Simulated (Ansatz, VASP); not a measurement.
# InSb: VASP beside Ansatz, part 2 of 2

Aim: how closely do two programs agree when they are given the same cell, functional and k mesh? The cell is taken from a series of VASP runs on this material, whose earlier steps may have relaxed, scaled or displaced it; both programs get it as it stands.

VASP 6.6.1 and Ansatz 0.2.0.

So far: The structure; Ansatz: zone-centre phonons, LDA; VASP: zone-centre phonons, LDA.

**3. VASP: zone-centre phonons, LDA (continued)**

Level of this step: LDA; plane waves and PAW (Sb, In_d) (VASP).

Numbers of over 12 decimals in the logs are rounded to 6 here.

From OUTCAR (step 3):

```text
ion  position               nearest neighbor table
   1  0.750  0.750  0.750-   2 2.80   2 2.80   2 2.80   2 2.80
   2  0.000  0.000  0.000-   1 2.80   1 2.80   1 2.80   1 2.80

  LATTYP: Found a face centered cubic cell.
 ALAT       =     6.4552575254

 Subroutine GETGRP returns: Found 24 space group operations
 (whereof 24 operations were pure point group operations)

The static configuration has the point symmetry T_d .

 Found     47 irreducible k-points:

   k-points           NKPTS =     47   k-points in BZ     NKDIM =     47   number of bands    NBANDS=     15

   dimension x,y,z NGX =    32 NGY =   32 NGZ =   32
   dimension x,y,z NGXF=    64 NGYF=   64 NGZF=   64

   ENCUT  =  450.0 eV  33.07 Ry    5.75 a.u.   7.90  7.90  7.90*2*pi/ulx,y,z

   NELECT =      18.0000    total number of electrons

 k-points in reciprocal lattice and weights: Automatic mesh
   0.00000000  0.00000000  0.00000000       0.001
   0.10000000  0.00000000  0.00000000       0.008
   0.20000000  0.00000000  0.00000000       0.008
   0.30000000  0.00000000  0.00000000       0.008
   0.40000000  0.00000000  0.00000000       0.008
   0.50000000  0.00000000  0.00000000       0.004
   0.10000000  0.10000000  0.00000000       0.006
   0.20000000  0.10000000  0.00000000       0.024
   0.30000000  0.10000000  0.00000000       0.024
[...]
-0.30000000  0.40000000  0.20000000       0.024
  -0.30000000  0.50000000  0.20000000       0.012

 average (electrostatic) potential at core
       1 -88.1823       2 -95.7183

  Total        0.0003658      0.0003658      0.0003658      0.0000000      0.0000000      0.0000000
  in kB        0.0087151      0.0087151      0.0087151      0.0000000      0.0000000      0.0000000
  external PRESSURE =       0.0087151 kB  Pullay stress =       0.0000000 kB

  energy-cutoff  :      450.00
  volume of cell :       67.25
      direct lattice vectors                 reciprocal lattice vectors
     0.000000000  3.227628763  3.227628763    -0.154912487  0.154912487  0.154912487
     3.227628763  0.000000000  3.227628763     0.154912487 -0.154912487  0.154912487
     3.227628763  3.227628763  0.000000000     0.154912487  0.154912487 -0.154912487

 POSITION                                       TOTAL-FORCE (eV/Angst)
 -----------------------------------------------------------------------------------
      4.84144      4.84144      4.84144        -0.000000     -0.000000     -0.000000
      0.00000      0.00000      0.00000         0.000000      0.000000      0.000000
 -----------------------------------------------------------------------------------
    total drift:                                0.000000      0.000000      0.000000

 Eigenvectors and eigenvalues of the dynamical matrix
 ----------------------------------------------------

   1 f  =    5.314158 THz    33.389837 2PiTHz  177.261218 cm-1    21.977580 meV
             X         Y         Z           dx          dy          dz
      4.841443  4.841443  4.841443     0.000000    0.695935    0.000000
      0.000000  0.000000  0.000000     0.000000   -0.718105    0.000000

   2 f  =    5.314158 THz    33.389837 2PiTHz  177.261218 cm-1    21.977580 meV
             X         Y         Z           dx          dy          dz
      4.841443  4.841443  4.841443    -0.695935    0.000000    0.000000
      0.000000  0.000000  0.000000     0.718105    0.000000    0.000000

   3 f  =    5.314158 THz    33.389837 2PiTHz  177.261218 cm-1    21.977580 meV
             X         Y         Z           dx          dy          dz
      4.841443  4.841443  4.841443     0.000000    0.000000   -0.695935
      0.000000  0.000000  0.000000     0.000000    0.000000    0.718105

   4 f/i=    0.005466 THz     0.034344 2PiTHz    0.182326 cm-1     0.022606 meV
             X         Y         Z           dx          dy          dz
      4.841443  4.841443  4.841443     0.718105    0.000000    0.000000
      0.000000  0.000000  0.000000     0.695935    0.000000    0.000000

   5 f/i=    0.005466 THz     0.034344 2PiTHz    0.182326 cm-1     0.022606 meV
             X         Y         Z           dx          dy          dz
      4.841443  4.841443  4.841443     0.000000   -0.718105    0.000000
      0.000000  0.000000  0.000000     0.000000   -0.695935    0.000000

   6 f/i=    0.005466 THz     0.034344 2PiTHz    0.182326 cm-1     0.022606 meV
             X         Y         Z           dx          dy          dz
      4.841443  4.841443  4.841443     0.000000    0.000000    0.718105
      0.000000  0.000000  0.000000     0.000000    0.000000    0.695935

 ELASTIC MODULI CONTR FROM IONIC RELAXATION (kBar)
 Direction    XX          YY          ZZ          XY          YZ          ZX
 --------------------------------------------------------------------------------
 XX          -0.0000     -0.0000     -0.0000      0.0000      0.0000      0.0000
 YY          -0.0000     -0.0000     -0.0000      0.0000      0.0000     -0.0000
 ZZ          -0.0000     -0.0000     -0.0000      0.0000      0.0000      0.0000
 XY           0.0000      0.0000      0.0000   -190.2306      0.0000      0.0000
 YZ           0.0000      0.0000      0.0000      0.0000   -190.2306     -0.0000
 ZX           0.0000     -0.0000      0.0000      0.0000     -0.0000   -190.2306
 --------------------------------------------------------------------------------
```

**4. Differences**

Known differences besides the potentials themselves: the two LDA forms differ slightly; the data sets hold 28 valence electrons in Ansatz (default PAW (the set named soft_2) files) and 18 in VASP; the cutoff is 420 eV in Ansatz and 450 eV in VASP; VASP's log shows a relativistic correction to its local exchange, Ansatz's none. Total energies have different zeros and are not compared.

The two programs side by side:

```
                  quantity  Ansatz   VASP  difference
optical mode 1 to 3 (cm⁻¹)   176.1  177.3     -0.66 %
```

Modes are paired by rising frequency and degeneracy, not by their patterns, so a pair may still set unlike modes beside each other.

**5. Outcome**

| Quantity | Value |
| --- | --- |
| r.m.s. difference of the optical zone-centre modes, each program's sorted by frequency (zone-centre phonons, LDA) | 1.2 cm⁻¹ |
| difference in optical mode 1 to 3 (zone-centre phonons, LDA) | -0.7 % |

**Reading.** The r.m.s. difference of the optical zone-centre modes, each program's sorted by frequency is 1.2 cm⁻¹ (zone-centre phonons, LDA). Among the rows given in per cent, the largest difference of the zone-centre phonons, LDA pair is in optical mode 1 to 3, -0.7 %. 1 further run of this series is not shown here. Such differences can come from data sets, numerical settings and the points named under the comparisons, not from the functional's error against experiment.

[Lines on the potential files, build, host, timing and source positions are cut from VASP's logs without a mark.]

[Logs are printed without paths, hosts, clocks, repeated set-up lines and the standing remarks that a program may print on its own settings, such as how far it seeks lower states.]

[Hosts, paths, dates, database ids (printed as entryN), source tags and the programs' standing remarks are cut or masked in the printed files.]
